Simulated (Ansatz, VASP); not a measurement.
# NiO2 in VASP and in Ansatz

The input INCAR:

```
SYSTEM = NiO2
ALGO = Normal ; EDIFF = 1E-6
ENCUT = 520 ; GGA = PS
ISIF = 2 ; ISMEAR = 0
LASPH = .TRUE. ; LCHARG = .TRUE.
LELF = .TRUE. ; LREAL = .FALSE.
LVHAR = .TRUE. ; LWAVE = .FALSE.
NBANDS = 18 ; NELM = 80
PREC = Accurate ; SIGMA = 0.05
```

The input KPOINTS:

```
k-points
0
G
  12 12 6
  0 0 0
```

File POSCAR:

```
NiO2
1.0
    2.8419904474      0.0000000000      0.0000000000
   -1.4209952237      2.4612359247      0.0000000000
    0.0000000000      0.0000000000      4.7717019612
Ni O
1 2
Direct
    0.0000000000      0.0000000000      0.5000000000
    0.6666666667      0.3333333333      0.6373845568
    0.3333333333      0.6666666667      0.3626154432
```

Input for Ansatz:

```yaml
crystal:
  lattice:
    - [2.8419904474, 0.0, 0.0]
    - [-1.4209952237, 2.4612359247, 0.0]
    - [0.0, 0.0, 4.7717019612]
  atoms:
    - { symbol: Ni, position: [0.0, 0.0, 0.5] }
    - { symbol: O, position: [0.6666666667, 0.3333333333, 0.6373845568] }
    - { symbol: O, position: [0.3333333333, 0.6666666667, 0.3626154432] }
basis:
  ecutwfc: 520.0
kpoints:
  mp_grid: { grid: [12, 12, 6] }
hamiltonian:
  xc: pbesol
scf:
  occupations: { method: gaussian, width: 0.05 }
output:
  forces: true
  stress: true
  eigenvalues: true
```

Alike in both runs: task single point; functional PBEsol; k mesh 12 × 12 × 6; occupations gaussian, width 0.05 eV; no spin polarisation.

|  | VASP | Ansatz |
| --- | --- | --- |
| version | VASP 6.6.1 | Ansatz 0.2.0 |
| potentials or method | VASP PAW PBE potentials, release 64 (Ni, O) | scalar-relativistic, plane waves, PAW |
| plane-wave cutoff (eV) | 520 | 520 |
| valence electrons in the cell | 22 | 30 |

```tsv
	VASP	Ansatz	Ansatz less VASP
gap on the k mesh at the Fermi level (eV)	0.68	0.70	+0.020
least direct gap on the mesh (eV)	1.03	1.08	+0.044
rms of the force components (eV/Å)	2.448	2.439	-0.0088
```

Atom by atom the forces differ by 0.009 eV/Å (rms over components). The two sets of potentials don't hold the same shells in valence.

Caveats: the PAW data sets were made with another functional, which shifts forces and pressure a little (VASP). A k mesh can miss the band edges. Spin polarisation is off, so any magnetic state and its effect on volume and gap are missing.
